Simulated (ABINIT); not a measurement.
# V (Im-3m) in ABINIT: reference runs

Reference runs on V: the cell as given and a disturbed copy.

All numbers are computed with ABINIT 10.8.3 (patched build); they aren't measurements. Logs are shortened: lines on timing, memory, paths and dates and some standing lists are left out, and cuts for length are marked. The log counts tension as positive stress, the text compression.

### Step 1. The crystal as given

Symmetry: Im-3m, No. 229, cubic system. The conventional cell has a = 3.029 Å, b = 3.029 Å, c = 3.029 Å, α = 90.00°, β = 90.00°, γ = 90.00°. V (site symmetry m-3m) is surrounded by 8 V at 2.62 Å.

### Step 2. Single point, PBE, collinear spin, ferromagnetic start

run.abi

```
# Pseudopotentials
pp_dirpath "./"
pseudos "V.GGA_PBE-JTH.xml"

# Structure
structure "poscar:POSCAR"
natom 1

# Plane-wave basis
ecut 408.170794 eV
pawecutdg 30.0

# k points
kptopt 1
ngkpt 12 12 12
nshiftk 1
shiftk 0.0 0.0 0.0

# Exchange and correlation
ixc 11

# Bands and occupations
nband 11
occopt 3
tsmear 0.05 eV

# Spin
nsppol 2
spinat
     0.0000000000     0.0000000000     2.0000000000

# SCF cycle
nstep 100
tolvrs 1.0e-9

# Output
iomode 3
prtwf 0
prtden 0
prteig 0
prtebands 0
```

POSCAR

```
V
1.0
   -1.5143500000      1.5143500000      1.5143500000
    1.5143500000     -1.5143500000      1.5143500000
    1.5143500000      1.5143500000     -1.5143500000
V
1
Direct
    0.0000000000      0.0000000000      0.0000000000  V
```

Potentials or basis: JTH PAW PBE v2.0.

The run is started by

```
$ abinit run.abi > log 2>&1
```

run.abo:

```text
.Version 10.8.3 of ABINIT
 Symmetries : space group Im -3 m (#229); Bravais cI (body-center cubic)
================================================================================
 Values of the parameters that define the memory need of the present run
     intxc =       0    ionmov =       0      iscf =      17    lmnmax =      18
     lnmax =       6     mgfft =      18  mpssoang =       3    mqgrid =    3001
     natom =       1  nloc_mem =       2    nspden =       2   nspinor =       1
    nsppol =       2      nsym =      48    n1xccc =       1    ntypat =       1
    occopt =       3   xclevel =       2
       mpw =         276          nfft =        5832          nkpt =          72
 PAW method is used; the additional fine FFT grid is defined by:
   mgfftf=        27    nfftf =     19683
================================================================================
================================================================================

--------------------------------------------------------------------------------
------------- Echo of variables that govern the present computation ------------
--------------------------------------------------------------------------------
 -outvars: echo values of preprocessed input variables --------
            acell      1.0000000000E+00  1.0000000000E+00  1.0000000000E+00 Bohr
              amu      5.09415000E+01
             ecut      1.50000000E+01 Hartree
                       outvar_i_n : Printing only first  50 k-points.
              ixc          11
                       outvar_i_n : Printing only first  50 k-points.
         kptrlatt       12    0    0      0   12    0      0    0   12
          kptrlen      5.94794580E+01
            natom           1
            nband          11
            ngfft          18      18      18
          ngfftdg          27      27      27
             nkpt          72
           nspden           2
           nsppol           2
            nstep         100
             nsym          48
           ntypat           1
                       prtocc : prtvol=0, do not print more k-points.
                       1.000000  1.000000  1.000000  1.000000  1.000000  1.000000
                       1.000000  0.000000  0.000000  0.000000  0.000000
                       1.000000  1.000000  1.000000  1.000000  1.000000  1.000000
                       1.000000  0.000000  0.000000  0.000000  0.000000
                       1.000000  1.000000  1.000000  1.000000  1.000000  1.000000
                       1.000000  0.000000  0.000000  0.000000  0.000000
                       1.000000  1.000000  1.000000  1.000000  1.000000  1.000000
                       1.000000  0.000000  0.000000  0.000000  0.000000
                       1.000000  1.000000  1.000000  1.000000  1.000000  1.000000
                       1.000000  0.000000  0.000000  0.000000  0.000000
                       1.000000  1.000000  1.000000  1.000000  1.000000  1.000000
                       1.000000  0.000000  0.000000  0.000000  0.000000
                       1.000000  1.000000  1.000000  1.000000  1.000000  1.000000
                       1.000000  0.000000  0.000000  0.000000  0.000000
                       1.000000  1.000000  1.000000  1.000000  1.000000  1.000000
                       1.000000  0.000000  0.000000  0.000000  0.000000
                       1.000000  1.000000  1.000000  1.000000  1.000000  1.000000
[... 68 lines left out ...]
                       0.000000  0.000000  0.000000  0.000000  0.000000
[... 166 lines left out ...]
 cartesian forces (eV/Angstrom) at end:
    1     -0.00000000000000    -0.00000000000000    -0.00000000000000
 frms,max,avg= 0.0000000E+00 0.0000000E+00   0.000E+00  0.000E+00  0.000E+00 e/A
 length scales=  1.000000000000  1.000000000000  1.000000000000 bohr
              =  0.529177210544  0.529177210544  0.529177210544 angstroms
 Fermi (or HOMO) energy (hartree) =   0.36250   Average Vxc (hartree)=  -0.44524
 Magnetization (Bohr magneton)=  2.28795737E-05
 Total spin up =  6.49998856E+00   Total spin down =  6.50001144E+00
 Eigenvalues (hartree) for nkpt=  72  k points, SPIN UP:
 kpt#   1, nband= 11, wtk=  0.00058, kpt=  0.0000  0.0000  0.0000 (reduced coord)
  -1.98025   -1.00060   -1.00060   -1.00060    0.12266    0.37769    0.37769    0.37769
   0.44868    0.44868    1.10929
      occupation numbers for kpt#   1
   1.00000    1.00000    1.00000    1.00000    1.00000    0.00026    0.00026    0.00026
   0.00000    0.00000    0.00000
 prteigrs : prtvol=0 or 1, do not print more k-points.

 Eigenvalues (hartree) for nkpt=  72  k points, SPIN DOWN:
 kpt#   1, nband= 11, wtk=  0.00058, kpt=  0.0000  0.0000  0.0000 (reduced coord)
  -1.98025   -1.00060   -1.00060   -1.00060    0.12266    0.37768    0.37768    0.37768
   0.44868    0.44868    1.10929
      occupation numbers for kpt#   1
   1.00000    1.00000    1.00000    1.00000    1.00000    0.00026    0.00026    0.00026
   0.00000    0.00000    0.00000
 prteigrs : prtvol=0 or 1, do not print more k-points.

--- !EnergyTerms
iteration_state     : {dtset: 1, }
comment             : Components of total free energy in Hartree
kinetic             :  9.86922717931142E+00
hartree             :  1.39699499058510E+01
xc                  : -3.82120585976588E+00
Ewald energy        : -5.37293392380667E+01
psp_core            :  3.08417191282815E+00
local_psp           : -4.40349713687569E+01
PAW spherical_terms :  2.58992462126102E+00
internal            : -7.20722428473379E+01
'-kT*entropy'       : -6.60444208361634E-04
total_energy        : -7.20729032915463E+01
total_energy_eV     : -1.96120360933550E+03
...

--- !EnergyTermsDC
iteration_state     : {dtset: 1, }
comment             : '"Double-counting" decomposition of free energy'
band_energy         : -8.50170800911581E+00
Ewald energy        : -5.37293392380667E+01
psp_core            :  3.08417191282815E+00
xc_dc               : -1.29932543332470E+01
PAW spherical_terms :  6.78805356209704E-02
internal            : -7.20722491319804E+01
'-kT*entropy'       : -6.60444208361634E-04
total_energy_dc     : -7.20729095761887E+01
total_energy_dc_eV  : -1.96120378034933E+03
...

--- !EnergyTermsWithPAWCore
iteration_state     : {dtset: 1, }
comment             : 'Components of total free energy, including PAW core contributions'
Total energy        : -9.49312623205656E+02
Total energy DC     : -9.49312629490298E+02
Total energy (eV)   : -2.58321124582345E+04
Total energy DC (eV): -2.58321126292484E+04
...

 Cartesian components of stress tensor (hartree/bohr^3)
  sigma(1 1)=  1.65360461E-04  sigma(3 2)=  0.00000000E+00
  sigma(2 2)=  1.65360461E-04  sigma(3 1)=  0.00000000E+00
  sigma(3 3)=  1.65360461E-04  sigma(2 1)=  0.00000000E+00

-Cartesian components of stress tensor (GPa)         [Pressure= -4.8651E+00 GPa]
- sigma(1 1)=  4.86507274E+00  sigma(3 2)=  0.00000000E+00
- sigma(2 2)=  4.86507274E+00  sigma(3 1)=  0.00000000E+00
- sigma(3 3)=  4.86507274E+00  sigma(2 1)=  0.00000000E+00

== END DATASET(S) ==============================================================
================================================================================

 -outvars: echo values of variables after computation  --------
            acell      1.0000000000E+00  1.0000000000E+00  1.0000000000E+00 Bohr
           etotal     -7.2072909576E+01
            fcart     -0.0000000000E+00 -0.0000000000E+00 -0.0000000000E+00
            rprim     -2.8617067588E+00  2.8617067588E+00  2.8617067588E+00
                       2.8617067588E+00 -2.8617067588E+00  2.8617067588E+00
                       2.8617067588E+00  2.8617067588E+00 -2.8617067588E+00
           strten      1.6536046136E-04  1.6536046136E-04  1.6536046136E-04
                       0.0000000000E+00  0.0000000000E+00  0.0000000000E+00
 Calculation completed.
```

It took 9.5 s on 1 thread of Intel Xeon 6975P-C (Granite Rapids), shared host; peak memory 0.11 GiB.

Results:

- Free energy: -1961.2038 eV
- Pressure: -4.9 GPa
- Band gap on the k mesh: none (metal or under the smearing width)
- Net moment: 0.00 μB per cell
- Valence electrons inside the program's atomic spheres: V 11.21 (radii [1.1698] Å)

### Step 3. Single point, PBE, collinear spin, ferromagnetic start (cell strained at random at fixed volume)

run.abi

```
pp_dirpath "./"
pseudos "V.GGA_PBE-JTH.xml"

acell 5.0355935034 4.9034295257 4.9211144889
rprim
    -0.5692861710     0.5704660317     0.5920150017
     0.5775954704    -0.5696310284     0.5847255460
     0.5785330479     0.5635876243    -0.5896342106
ntypat 1
znucl 23
natom 1
typat 1
xred
     0.0102680000     0.0045550000    -0.0011910000
chkprim 0
chksymtnons 0
tolsym 1.0e-6

ecut 408.170794 eV
pawecutdg 30.0

kptopt 1
ngkpt 12 12 12
nshiftk 1
shiftk 0.0 0.0 0.0

ixc 11

nband 11
occopt 3
tsmear 0.05 eV

nsppol 2
spinat
     0.0000000000     0.0000000000     2.0000000000

nstep 100
tolvrs 1.0e-9

iomode 3
prtwf 0
prtden 0
prteig 0
prtebands 0
enunit 1
```

Potentials or basis: JTH PAW PBE v2.0.

The run is started by

```
$ abinit run.abi > log 2>&1
```

Run time: 90 s. Hardware: 1 thread of Intel Xeon 6975P-C (Granite Rapids), shared host; peak memory 0.24 GiB.

It converged, with:

```
Free energy                                           : -1961.2000 eV
Pressure                                              : -4.8 GPa
Band gap on the k mesh                                : none (metal or under the smearing width)
Net moment                                            : 0.00 μB per cell
Valence electrons inside the program's atomic spheres : V 11.21 (radii [1.1698] Å)
```

Stress tensor (GPa, compression positive):
```
-4.04  0.03  0.34
 0.03 -3.63 -0.43
 0.34 -0.43 -6.76
```

Levels at points of the mesh, in eV from the Fermi level:
Spin up:
```
           k point  band 5  band 6  band 7  band 8  band 9  band 10
(0.00, 0.00, 0.00)   -6.54    0.24    0.32    0.65    2.20     2.47
(0.50, 0.00, 0.00)   -3.08   -1.05    1.24    2.30    2.79     3.85
(0.00, 0.50, 0.00)   -3.06   -0.93    1.52    2.14    2.62     3.97
(0.50, 0.50, 0.00)   -3.08   -1.27    1.64    2.53    2.78     3.95
(0.00, 0.00, 0.50)   -3.08   -1.26    1.76    2.49    2.74     4.00
(0.50, 0.00, 0.50)   -3.07   -0.97    1.32    2.22    2.70     3.89
(0.00, 0.50, 0.50)   -3.06   -0.95    1.70    2.12    2.60     4.02
(0.50, 0.50, 0.50)   -2.90   -2.81    3.40    3.61    3.71     9.22
```
Spin down:
| k point | band 5 | band 6 | band 7 | band 8 | band 9 | band 10 |
| --- | --- | --- | --- | --- | --- | --- |
| (0.00, 0.00, 0.00) | -6.54 | 0.24 | 0.32 | 0.65 | 2.20 | 2.47 |
| (0.50, 0.00, 0.00) | -3.08 | -1.05 | 1.24 | 2.30 | 2.79 | 3.85 |
| (0.00, 0.50, 0.00) | -3.06 | -0.93 | 1.52 | 2.14 | 2.62 | 3.97 |
| (0.50, 0.50, 0.00) | -3.08 | -1.27 | 1.64 | 2.53 | 2.78 | 3.95 |
| (0.00, 0.00, 0.50) | -3.08 | -1.26 | 1.76 | 2.49 | 2.74 | 4.00 |
| (0.50, 0.00, 0.50) | -3.07 | -0.96 | 1.32 | 2.22 | 2.70 | 3.89 |
| (0.00, 0.50, 0.50) | -3.06 | -0.95 | 1.70 | 2.12 | 2.60 | 4.02 |
| (0.50, 0.50, 0.50) | -2.90 | -2.81 | 3.40 | 3.61 | 3.71 | 9.22 |
